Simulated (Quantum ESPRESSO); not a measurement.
The system is InPd.

```
In Pd
1.0
     3.27188    0.00000    0.00000
     0.00000    3.27188    0.00000
     0.00000    0.00000    3.27188
In Pd
1 1
Cartesian
  0.0000 0.0000 0.0000
  1.6359 1.6359 1.6359
```

The cell comes from a database or a generator and needn't be the stable form of this composition.

| Property | Result |
| --- | --- |
| Program | Quantum ESPRESSO 7.5 |
| Task | phonons |
| Functional | WC |
| Potentials or basis | GBRV 1.5 PBE |
| Cutoff | 762 eV |
| Density cutoff | 6095 eV |
| k mesh | 8 × 8 × 8 |
| Occupations | cold, width 0.2 eV |
| Spin | no spin polarisation |
| Mixing beta | 0.5 |
| Most SCF iterations | 120 |
| SCF threshold | 4e-10 Ry |

The cell and the atoms were relaxed first, to 17.16 Å³/atom (a = 3.250 Å, b = 3.250 Å, c = 3.250 Å, α = 90.00°, β = 90.00°, γ = 90.00°), and the response was taken there.

What is the highest optical frequency at the zone centre?

143 cm⁻¹, a mode of symmetry T1u (IR).

Optical modes at Γ, degenerate ones joined:
```
cm⁻¹  components  symmetry  active in
 143           3       T1u         IR
```

Caveat: the mesh is thin for the phonons of a metal; the potentials were made for another functional, which shifts forces and pressure.
